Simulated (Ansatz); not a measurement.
ZnSiP$_{2}$: do energies and stresses tell the same story?

These are results of DFT r2SCAN, scalar-relativistic, plane waves, PAW in Ansatz 0.2.0, not measurements.

Cutoff 500 eV; k points 8×8×8 on the computed 8-atom cell (Γ-centred); Gaussian smearing, width 0.02 eV; no spin polarisation.

Relaxed cell: I-42d, a = 5.377 Å, b = 5.377 Å, c = 10.468 Å, α = 90.00°, β = 90.00°, γ = 90.00°, 8 atoms in the primitive cell. Whether it is the stable form of this composition wasn't checked.

Energies at zero smearing and pressures from the stress tensor, at volumes with shape and atoms relaxed:
```tsv
V (Å³/atom)	E − E(first) (meV/atom)	P (GPa)
16.647	0.00	15.79
17.214	-46.92	10.84
17.782	-77.64	6.62
18.349	-94.59	3.04
18.917	-99.82	-0.01
19.484	-95.08	-2.60
20.052	-81.86	-4.80
20.808	-53.22	-7.24
```

**Question.** Check P = −dE/dV between neighbouring volumes, and get the bulk modulus from the pressures alone.

**Answer.** With 1 eV/Å³ = 160.2 GPa:
```json
{"middle V (Å³/atom)": "16.930", "−ΔE/ΔV (GPa)": "13.247", "mean P (GPa)": "13.314"}
{"middle V (Å³/atom)": "17.498", "−ΔE/ΔV (GPa)": "8.673", "mean P (GPa)": "8.730"}
{"middle V (Å³/atom)": "18.065", "−ΔE/ΔV (GPa)": "4.785", "mean P (GPa)": "4.833"}
{"middle V (Å³/atom)": "18.633", "−ΔE/ΔV (GPa)": "1.477", "mean P (GPa)": "1.518"}
{"middle V (Å³/atom)": "19.200", "−ΔE/ΔV (GPa)": "-1.338", "mean P (GPa)": "-1.302"}
{"middle V (Å³/atom)": "19.768", "−ΔE/ΔV (GPa)": "-3.732", "mean P (GPa)": "-3.702"}
{"middle V (Å³/atom)": "20.430", "−ΔE/ΔV (GPa)": "-6.065", "mean P (GPa)": "-6.020"}
```

The two differ by 0.07 GPa at most. The mean of two end pressures misses the average over a step by about ΔV² P″/12, up to 0.07 GPa here; with that taken off 0.00 GPa remains. Around V = 18.917 Å³/atom, the two neighbours give B = −V ΔP/ΔV = 18.917 × 5.64 / 1.135 = 94.0 GPa, against B0 = 93.5 GPa from the Birch–Murnaghan fit of the energies.

Cost: 9 runs of about 40 core-minutes in all, on Intel Xeon Platinum 8488C (Sapphire Rapids) (shared hosts).